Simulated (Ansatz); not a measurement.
Ti3SiC2:
```cif
data_C4Si2Ti6
_chemical_formula_sum 'Ti6 Si2 C4'
_space_group_name_H-M_alt 'P63/mmc'
_space_group_IT_number 194
_space_group_name_Hall '-P 6c 2c'
_cell_length_a 3.04181
_cell_length_b 3.04181
_cell_length_c 17.58251
_cell_angle_alpha 90.000
_cell_angle_beta 90.000
_cell_angle_gamma 120.000
loop_
_atom_site_label
_atom_site_type_symbol
_atom_site_symmetry_multiplicity
_atom_site_Wyckoff_symbol
_atom_site_fract_x
_atom_site_fract_y
_atom_site_fract_z
_atom_site_occupancy
Ti1 Ti 4 f 0.66667 0.33333 0.13493 1
Ti2 Ti 2 a 0.00000 0.00000 0.00000 1
Si1 Si 2 b 0.00000 0.00000 0.25000 1
C1 C 4 f 0.33333 0.66667 0.07216 1
```

Relaxed with PBEsol.

Question: Decompose the optical modes at the zone centre into irreducible representations, and say which are infrared and Raman allowed.

Answer: Point group 6/mmm: Γ_opt = 2A1g + 3A2u + 3B1g + 3B2u + 2E1g + 3E1u + 3E2g + 3E2u. Infrared: A2u, E1u. Raman: A1g, E1g, E2g.

Question: Assign frequencies (DFPT, plane-wave PAW PBEsol (Ansatz code)).

Answer: E2u 93, E2g 134, B2u 136, E1g 197, E1u 199, B1g 204, E2g 230, A1g 281, E2u 285, E1u 286, A2u 338, B1g 386, B2u 414, A2u 443, B2u 582, A2u 586, E1g 631, E2g 631, E1u 633, E2u 633, B1g 682, A1g 685 cm⁻¹.

Subscripts of B labels follow the axes of the standard setting.

Space group P6_3/mmc. Symmetry was held in the PBEsol relaxation; of distortions, only those at the zone centre were tested. The run is not spin-polarised. As this level gives no gap, phonon frequencies hold no LO–TO term and depend on the k-mesh and smearing (Fermi–Dirac, 0.1 eV here).

Potentials: the later of the program's two PAW sets.
